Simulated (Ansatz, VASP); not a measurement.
# CdF2 in VASP and in Ansatz

The input INCAR:

```
PREC     = Accurate       # precision mode
ENCUT    = 520            # plane-wave cutoff, eV
EDIFF    = 1E-7           # SCF threshold, eV
ISMEAR   = -1             # smearing method
SIGMA    = 0.02           # smearing width, eV
LREAL    = F              # projectors in reciprocal space
LASPH    = T              # aspherical terms in the spheres
NELM     = 80             # most SCF steps
ALGO     = Normal         # electronic algorithm
ISIF     = 2              # what is computed and relaxed
LWAVE    = F              # write WAVECAR
LCHARG   = F              # write CHGCAR
GGA      = PE             # functional
IBRION   = 2              # ionic algorithm
NSW      = 80             # ionic steps
EDIFFG   = -0.02          # ionic threshold
```

Contents of KPOINTS:

```
Automatic mesh
0
Gamma
  8 8 8
```

POSCAR

```
CdF2
1.0
    0.0000000000      2.6940000000      2.6940000000
    2.6940000000      0.0000000000      2.6940000000
    2.6940000000      2.6940000000      0.0000000000
Cd F
1 2
Direct
    0.0000000000      0.0000000000      0.0000000000
    0.2500000000      0.2500000000      0.2500000000
    0.7500000000      0.7500000000      0.7500000000
```

Input for Ansatz:

```yaml
crystal:
  lattice:
    - [0.0, 2.694, 2.694]
    - [2.694, 0.0, 2.694]
    - [2.694, 2.694, 0.0]
  atoms:
    - { symbol: Cd, position: [0.0, 0.0, 0.0] }
    - { symbol: F, position: [0.25, 0.25, 0.25] }
    - { symbol: F, position: [0.75, 0.75, 0.75] }
kpoints:
  mp_grid: { grid: [8, 8, 8] }
scf:
  occupations: { method: fermi_dirac, width: 0.02 }
hamiltonian:
  xc: pbe
  pseudopotentials: { kind: paw }
output:
  forces: true
  stress: true
  populations: true
  efg: { contact_densities: true }
  write_density: true
  write_potential: true
  elf: true
  volumetric_format: npy
relax:
  f_tol: 0.02
  max_steps: 60
```

Alike in both runs: task relaxation of the atoms; functional PBE; k mesh 8 × 8 × 8; occupations fermi-dirac, width 0.02 eV; no spin polarisation.

|  | VASP | Ansatz |
| --- | --- | --- |
| version | VASP 6.6.1 | Ansatz 0.2.0 |
| potentials or method | VASP PAW PBE potentials, release 64 (Cd, F) | plane-wave PAW, scalar-relativistic |
| plane-wave cutoff (eV) | 520 | 420 |
| valence electrons in the cell | 26 | 34 |

```csv
,VASP,Ansatz,Ansatz less VASP
"gap on the k mesh at the Fermi level, each at its own relaxed structure (eV)",3.07,3.10,+0.033
```

The two sets of potentials don't hold the same shells in valence. Ansatz warned: «gradients_without_spin_orbit».

Caveats: the relaxation stopped at its first step, so nothing moved. A k mesh can miss the band edges.
